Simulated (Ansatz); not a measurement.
**ZrO₂: Zr vacancy**

Level of theory: Ansatz, DFT PBE, scalar-relativistic, plane waves, PAW. Settings: 420 eV cutoff, 2×2×2 k-mesh, Gaussian smearing of 0.01 eV, collinear spin.

Host crystal, relaxed:

```yaml
crystal:
  lattice:
    - [3.62100, 0.00000, 0.00000]
    - [0.00000, 3.62100, 0.00000]
    - [0.00000, 0.00000, 5.28244]
  atoms:
    - { symbol: Zr, position: [0.00000, 0.00000, 0.00000] }
    - { symbol: Zr, position: [0.50000, 0.50000, 0.50000] }
    - { symbol: O, position: [0.00000, 0.50000, 0.30719] }
    - { symbol: O, position: [0.00000, 0.50000, 0.80719] }
    - { symbol: O, position: [0.50000, 0.00000, 0.69281] }
    - { symbol: O, position: [0.50000, 0.00000, 0.19281] }
```

Supercell of 24 atoms, rows in host cell vectors: -2 0 0; 0 2 0; 1 -1 -1. Atoms relax at the host's cell from a start displaced at random by 0.05 Å near the defect, so other minima may exist. The cell is small, so energies carry finite-size errors of tenths of an eV. The host's Kohn–Sham gap is 4.03 eV. Atoms are taken from and returned to the elements' standard states.

Defect: Zr vacancy set at (0.000, 0.000, 0.000) of the host cell. Before relaxation its nearest neighbours are 4 O at 2.08 Å, 4 O at 2.43 Å.

| charge | E_f at the valence band top (eV) | moment (μB) | largest move (Å) | atoms near the site |
| --- | --- | --- | --- | --- |
| 0 | 16.04 | 4.00 | 0.20 | 3 O at 2.19 Å, 1 O at 2.20 Å, 1 O at 2.56 Å, 2 O at 2.57 Å, 1 O at 2.58 Å |